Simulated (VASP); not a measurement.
# Au (Fm-3m) in VASP: further runs

One crystal, Au, is run at these levels: PBE+D3(BJ); tasks: relaxation of cell and atoms, electrostatic potential.

Everything below comes from runs of VASP 6.6.1. Logs are shortened: lines on timing, memory, paths and dates and some standing lists are left out, and cuts for length are marked.

## 1. Starting point

The structure is cubic, space group Fm-3m (No. 225). The conventional cell has a = 4.080 Å, b = 4.080 Å, c = 4.080 Å, α = 90.00°, β = 90.00°, γ = 90.00°. Au (site symmetry m-3m) is surrounded by 12 Au at 2.88 Å.

The cell was built by a generator and needn't be a form met in nature.

## 2. Relaxation of cell and atoms, PBE+D3(BJ)

INCAR reads:

```
SYSTEM = Au
PREC = Accurate
ENCUT = 600
EDIFF = 1E-6
ISMEAR = 1
SIGMA = 0.1
LREAL = .FALSE.
LASPH = .TRUE.
NELM = 120
ALGO = Normal
ISIF = 3
LWAVE = .FALSE.
LCHARG = .FALSE.
GGA = PE
IVDW = 12
IBRION = 2
NSW = 40
EDIFFG = -0.005
```

KPOINTS reads:

```
Automatic mesh
0
G
  18 18 18
  0 0 0
```

POSCAR reads:

```
Au
1.0
    0.0000000000      2.0400000000      2.0400000000
    2.0400000000      0.0000000000      2.0400000000
    2.0400000000      2.0400000000      0.0000000000
Au
1
Direct
    0.0000000000      0.0000000000      0.0000000000
```

Potentials or basis: VASP PAW PBE potentials, release 64 (Au).

Launch:

```sh
$ cat potpaw_PBE.64/Au/POTCAR > POTCAR
$ mpirun -np 1 vasp_std > vasp.out
```

OUTCAR:

```text
SYSTEM = Au
   PREC = Accurate
   ENCUT = 600
   EDIFF = 1E-6
   ISMEAR = 1
   LREAL = .FALSE.
   LASPH = .TRUE.
   NELM = 120
   ISIF = 3
   GGA = PE
   IVDW = 12
   IBRION = 2
   NSW = 40
   EDIFFG = -0.005
 IVDW          = 12

 ion  position               nearest neighbor table
   1  0.000  0.000  0.000-

  LATTYP: Found a face centered cubic cell.
 ALAT       =     4.0800000000

  Lattice vectors:

 A1 = (   0.0000000000,   2.0400000000,   2.0400000000)
 A2 = (   2.0400000000,   0.0000000000,   2.0400000000)
 A3 = (   2.0400000000,   2.0400000000,   0.0000000000)

Analysis of symmetry for initial positions (statically):
=====================================================================
 Subroutine PRICEL returns:
 Original cell was already a primitive cell.

 Routine SETGRP: Setting up the symmetry group for a
 face centered cubic supercell.

 Subroutine GETGRP returns: Found 48 space group operations
 (whereof 48 operations were pure point group operations)
 out of a pool of 48 trial point group operations.

The static configuration has the point symmetry O_h .

Analysis of symmetry for dynamics (positions and initial velocities):
=====================================================================
 Subroutine PRICEL returns:
 Original cell was already a primitive cell.

 Routine SETGRP: Setting up the symmetry group for a
 face centered cubic supercell.

 Subroutine GETGRP returns: Found 48 space group operations
 (whereof 48 operations were pure point group operations)
 out of a pool of 48 trial point group operations.

The dynamic configuration has the point symmetry O_h .

 Subroutine INISYM returns: Found 48 space group operations
 (whereof 48 operations are pure point group operations),
 and found     1 'primitive' translations

----------------------------------------------------------------------------------------

                                     Primitive cell

  volume of cell :      16.9793

  direct lattice vectors                    reciprocal lattice vectors
     0.000000000  2.040000000  2.040000000    -0.245098039  0.245098039  0.245098039
     2.040000000  0.000000000  2.040000000     0.245098039 -0.245098039  0.245098039
     2.040000000  2.040000000  0.000000000     0.245098039  0.245098039 -0.245098039

  length of vectors
     2.884995667  2.884995667  2.884995667     0.424522257  0.424522257  0.424522257

  position of ions in fractional coordinates (direct lattice)
     0.000000000  0.000000000  0.000000000

  ion indices of the primitive-cell ions
   primitive index   ion index
                 1           1

----------------------------------------------------------------------------------------

 KPOINTS: Automatic mesh

Automatic generation of k-mesh.
 Grid dimensions read from file:
 generate k-points for:   18   18   18

 Generating k-lattice:

  Cartesian coordinates                     Fractional coordinates (reciprocal lattice)
    -0.013616558  0.013616558  0.013616558     0.055555556  0.000000000  0.000000000
     0.013616558 -0.013616558  0.013616558     0.000000000  0.055555556  0.000000000
     0.013616558  0.013616558 -0.013616558     0.000000000  0.000000000  0.055555556

  Length of vectors
     0.023584570  0.023584570  0.023584570

  Shift w.r.t. Gamma in fractional coordinates (k-lattice)
     0.000000000  0.000000000  0.000000000

 Subroutine IBZKPT returns following result:
 ===========================================

 Found    195 irreducible k-points:

 Following reciprocal coordinates:
            Coordinates               Weight
  0.000000  0.000000  0.000000      1.000000
  0.055556  0.000000  0.000000      8.000000
  0.111111  0.000000  0.000000      8.000000
  0.166667  0.000000  0.000000      8.000000
  0.222222  0.000000  0.000000      8.000000
  0.277778  0.000000  0.000000      8.000000
[... 16 lines left out ...]
 -0.277778  0.055556  0.000000     24.000000
 -0.222222  0.055556  0.000000     24.000000
 [... further k-points ...]
   k-points           NKPTS =    195   k-points in BZ     NKDIM =    195   number of bands    NBANDS=      9
   number of dos      NEDOS =    301   number of ions     NIONS =      1
   total plane-waves  NPLWV =  13824
   dimension x,y,z NGX =    24 NGY =   24 NGZ =   24
   dimension x,y,z NGXF=    48 NGYF=   48 NGZF=   48
   ions per type =               1
   NGX,Y,Z   is equivalent  to a cutoff of  13.83, 13.83, 13.83 a.u.
   NGXF,Y,Z  is equivalent  to a cutoff of  27.66, 27.66, 27.66 a.u.
 SYSTEM =  Au
   PREC   = accura    normal or accurate (medium, high low for compatibility)
   ISTART =      0    job   : 0-new  1-cont  2-samecut
   ICHARG =      2    charge: 1-file 2-atom 10-const
   ISPIN  =      1    spin polarized calculation?
   LNONCOLLINEAR =      F non collinear calculations
   LSORBIT =      F    spin-orbit coupling
   LASPH  =      T    aspherical Exc in radial PAW
   ENCUT  =  600.0 eV  44.10 Ry    6.64 a.u.   5.76  5.76  5.76*2*pi/ulx,y,z
   NELM   =    120;   NELMIN=  2; NELMDL= -5     # of ELM steps
   EDIFF  = 0.1E-05   stopping-criterion for ELM
   LREAL  =      F    real-space projection
   EDIFFG = -.5E-02   stopping-criterion for IOM
   NSW    =     40    number of steps for IOM
   IBRION =      2    ionic relax: 0-MD 1-quasi-New 2-CG
   NFREE  =      1    steps in history (QN), initial steepest desc. (CG)
   ISIF   =      3    stress and relaxation
   ISYM   =      2    0-nonsym 1-usesym 2-fastsym
   POTIM  = 0.5000    time-step for ionic-motion
   TEBEG  =    0.0;   TEEND  =   0.0 temperature during run
   PSTRESS=    0.0 pullay stress
   NELECT =      11.0000    total number of electrons
   NUPDOWN=      -1.0000    fix difference up-down
   EMIN   =  10.00;   EMAX   =-10.00  energy-range for DOS
   EFERMI =   0.00;   METHOD = LEGACY
   ISMEAR =     1;   SIGMA  =   0.10  broadening in eV -4-tet -1-fermi 0-gaus
   EFERMI_NEDOS =   21; number of points for ismear=-14 and -15
   IALGO  =     38    algorithm
   IMIX   =      4    mixing-type and parameters
     AMIX     =   0.40;   BMIX     =  1.00
     AMIX_MAG =   1.60;   BMIX_MAG =  1.00
  volume/ion in A,a.u.               =      16.98       114.58
  Fermi-wavevector in a.u.,A,eV,Ry     =   1.416551  2.676893 27.301680  2.006617
  Thomas-Fermi vector in A             =   2.537874
   LORBIT       =      0    0 simple, 1 ext, 2 COOP (PROOUT), +10 PAW based schemes
   GGA     = PE    functional components
   LHFCALC =     F    Hartree Fock is set to
   AEXX    =    0.0000 exact exchange contribution
   IVDW    =    12    specifies the selected vdW correction
   LEPSILON=     F    determine dielectric tensor
   LRPA    =     F    only Hartree local field effects (RPA)
 conjugate gradient relaxation of ions
 non-spin polarized calculation
 Methfessel and Paxton  Order N= 1 SIGMA  =   0.10
  energy-cutoff  :      600.00
  volume of cell :       16.98
 maximum number of plane-waves:       588
   NGX = 11   NGY = 11   NGZ = 11

--------------------------------------- Ionic step        1  -------------------------------------------

 number of electron      11.0000000 magnetization

 Free energy of the ion-electron system (eV)
  ---------------------------------------------------
  ext. energy  EPLUGINS =         0.00000000
  ---------------------------------------------------
  free energy    TOTEN  =        -3.19513130 eV

  energy without entropy =       -3.19497882  energy(sigma->0) =       -3.19508047

------------------------ aborting loop because EDIFF is reached ----------------------------------------

 Edisp (eV)   -0.66804

 E8    (eV) :    -0.3003

  FORCE on cell =-STRESS in cart. coord.  units (eV):
  Direction    XX          YY          ZZ          XY          YZ          ZX
  --------------------------------------------------------------------------------------
  -------------------------------------------------------------------------------------
  Total       0.28814     0.28814     0.28814     0.00000     0.00000     0.00000
  in kB      27.18856    27.18856    27.18856     0.00000     0.00000     0.00000
  external pressure =       27.19 kB  Pullay stress =        0.00 kB
[... 59 lines left out ...]
  energy  without entropy=       -3.8595908531  energy(sigma->0) =       -3.85968771

--------------------------------------- Ionic step        3  -------------------------------------------

 number of electron      11.0000000 magnetization

 Free energy of the ion-electron system (eV)
  ---------------------------------------------------
  ext. energy  EPLUGINS =         0.00000000
  ---------------------------------------------------
  free energy    TOTEN  =        -3.20824851 eV

  energy without entropy =       -3.20809229  energy(sigma->0) =       -3.20819644

 E-fermi :   9.2446     XC(G=0): -12.6439

 val. band max:        9.2428138480   @ k =   0.5000   0.2778   0.1111
 cond. band min:       9.2550023116   @ k =   0.5000   0.1667   0.0556
 fundamental gap:      0.0121884636
 Fermi energy:         9.2445855110

 k-point     1 :       0.0000    0.0000    0.0000
  band No.  band energies     occupation
      1      -0.4547      2.00000
      2       4.6469      2.00000
      3       4.6469      2.00000
      4       4.6469      2.00000
      5       6.1296      2.00000
      6       6.1296      2.00000
      7      23.8109      0.00000
      8      27.7414      0.00000
      9      27.7414      0.00000
[... 265 lines left out ...]
 k-point    24 :      -0.2222    0.0556    0.0000
  band No.  band energies     occupation
      1       1.3238      2.00000
      2       4.3903      2.00000
      3       4.9465      2.00000
      4       4.9827      2.00000
      5       6.0388      2.00000
      6       6.5106      2.00000
      7      20.7814      0.00000
      8      24.8584      0.00000
      9      27.6991      0.00000

 [... further k-points ...]

------------------------ aborting loop because EDIFF is reached ----------------------------------------

 Edisp (eV)   -0.65715

 E8    (eV) :    -0.2953

  FORCE on cell =-STRESS in cart. coord.  units (eV):
  Direction    XX          YY          ZZ          XY          YZ          ZX
  --------------------------------------------------------------------------------------
  -------------------------------------------------------------------------------------
  Total      -0.00066    -0.00066    -0.00066    -0.00000    -0.00000    -0.00000
  in kB      -0.06147    -0.06147    -0.06147    -0.00000    -0.00000    -0.00000
  external pressure =       -0.06 kB  Pullay stress =        0.00 kB
[... 16 lines left out ...]
  FREE ENERGIE OF THE ION-ELECTRON SYSTEM (eV)
  ---------------------------------------------------
  free  energy   TOTEN  =        -3.8654009923 eV

  energy  without entropy=       -3.8652447639  energy(sigma->0) =       -3.86534892

 reached required accuracy - stopping structural energy minimisation
```

It took 18 s on 1 thread of Intel Xeon 6975P-C (Granite Rapids), shared host; peak memory 0.18 GiB.

What came out:

```
Free energy                            : -3.8654 eV
Relaxed volume                         : 17.25 Å³/atom
Relaxed cell                           : a = 2.900 Å, b = 2.900 Å, c = 2.900 Å, α = 60.00°, β = 60.00°, γ = 60.00°
Space group after relaxing (to 0.05 Å) : Fm-3m (No. 225)
Energy gained by relaxing              : 2.2 meV/atom
Ionic steps                            : 3
Pressure after relaxing                : 0.0 GPa
Band gap on the k mesh                 : none (metal or under the smearing width)
Dispersion energy per atom             : -0.657 eV
```

Step by step:
```csv
step,energy change (eV),largest force (eV/Å),pressure (GPa),volume (Å³)
1,0.0000,0.0000,2.72,16.98
2,0.0034,0.0000,-3.92,17.70
3,-0.0022,0.0000,-0.01,17.25
```

Final structure:
```
CELL_PARAMETERS angstrom
0.00000 2.05079 2.05079
2.05079 0.00000 2.05079
2.05079 2.05079 0.00000
ATOMIC_POSITIONS crystal
Au 0.00000 0.00000 0.00000
```

Caveat: pairwise dispersion overbinds metals, which lowers pressure and volume.

## 3. Electrostatic potential, PBE+D3(BJ)

This run uses another cell than the first one, of 17.25 Å³/atom, 1.016 times its volume.

INCAR reads:

```
SYSTEM = Au
ALGO = Normal
EDIFF = 1E-6
ENCUT = 520
GGA = PE
ISIF = 2
ISMEAR = 1
IVDW = 12
LASPH = .True.
LCHARG = .True.
LREAL = .False.
LVHAR = .True.
LWAVE = .False.
NELM = 80
PREC = Accurate
SIGMA = 0.1
```

KPOINTS reads:

```
k-points
0
Gamma
  18 18 18
  0 0 0
```

POSCAR reads:

```
Au                                      
1.0
    0.0000000000      2.0507876625      2.0507876625
    2.0507876625      0.0000000000      2.0507876625
    2.0507876625      2.0507876625      0.0000000000
  Au            
     1
Direct
     0.0000000000000000    0.0000000000000000    0.0000000000000000
```

Potentials or basis: VASP PAW PBE potentials, release 64 (Au).

Launch:

```sh
$ cat potpaw_PBE.64/Au/POTCAR > POTCAR
$ mpirun -np 1 vasp_std > vasp.out
```

It took 8 s on 1 thread of Intel Xeon 6975P-C (Granite Rapids), shared host; peak memory 0.17 GiB.

The run converged. Its results:

```yaml
Free_energy: -3.8655 eV
Pressure: -0.1 GPa
Band_gap_on_the_k_mesh: none (metal or under the smearing width)
Dispersion_energy_per_atom: -0.657 eV
```

Levels at points of the mesh, in eV from the Fermi level:
| k point | band 4 | band 5 | band 6 | band 7 | band 8 | band 9 |
| --- | --- | --- | --- | --- | --- | --- |
| (0.00, 0.00, 0.00) | -4.60 | -3.11 | -3.11 | 14.57 | 18.50 | 18.50 |
| (0.50, 0.00, 0.00) | -1.94 | -1.94 | -0.87 | 3.03 | 14.01 | 17.07 |
| (0.50, 0.50, 0.00) | -1.62 | -1.62 | 1.08 | 5.70 | 10.00 | 10.00 |

Caveat: pairwise dispersion overbinds metals, which lowers pressure and volume. Spin-orbit coupling is left out, which matters for the levels of Au.
